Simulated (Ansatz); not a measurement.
# GaAs: the cost of one run

Method: DFT r2SCAN, scalar-relativistic, plane waves, PAW, in Ansatz 0.2.0.

## 1. Starting point

Symmetry: P4/mmm, No. 123, tetragonal system. Conventional cell: a = 3.336 Å, b = 3.336 Å, c = 4.373 Å, α = 90.00°, β = 90.00°, γ = 90.00°. Around Ga (site symmetry 4/mmm) lie 8 As at 3.22 Å and 4 Ga at 3.34 Å. As (site symmetry 4/mmm) is surrounded by 8 Ga at 3.22 Å.

Coordinates:

```cif
data_structure
_symmetry_space_group_name_H-M 'P4/mmm'
_symmetry_Int_Tables_number 123
_cell_length_a 3.3363
_cell_length_b 3.3363
_cell_length_c 4.3730
_cell_angle_alpha 90.000
_cell_angle_beta 90.000
_cell_angle_gamma 90.000
_cell_volume 48.68
loop_
_atom_site_label
_atom_site_type_symbol
_atom_site_symmetry_multiplicity
_atom_site_Wyckoff_symbol
_atom_site_fract_x
_atom_site_fract_y
_atom_site_fract_z
_atom_site_occupancy
Ga1 Ga 1 d 0.50000 0.50000 0.50000 1
As1 As 1 a 0.00000 0.00000 0.00000 1
```

This is candidate A: CuAu (L1_0) type (P4/mmm, No. 123).

(A quick probe on a coarse mesh, which set the mesh and smearing, is not shown.)

## 3. Coarse relaxation (candidate A)

Contents of input.yaml:

```yaml
crystal:
  lattice:
    - [3.3363401468, 0.0, 0.0]
    - [0.0, 3.3363401468, 0.0]
    - [0.0, 0.0, 4.3729886924]
  atoms:
    - { symbol: Ga, position: [0.5, 0.5, 0.5] }
    - { symbol: As, position: [0.0, 0.0, 0.0] }
basis:
  ecutwfc: 500
kpoints:
  mp_grid: { grid: [6, 6, 4] }
hamiltonian:
  xc: r2scan
scf:
  occupations: { method: gaussian, width: 0.1 }
  lower_state_search: "off"
output:
  forces: true
  stress: true
  eigenvalues: true
relax:
  adjacent_minimum: "off"
  f_tol: 0.04
  max_steps: 70
  cell: { stress_tol: 0.4 }
```

Run with:

```console
ansatz run input.yaml --threads 1 --pin off --max-ram 3072MiB --backend cpu --events-out ev --progress --plain --runs-dir out
```

**Question.** How long does this run take on 1 thread of Arm Neoverse V2, shared host, and how much memory does it need?

About 30 s, with a peak of 0.42 GiB.
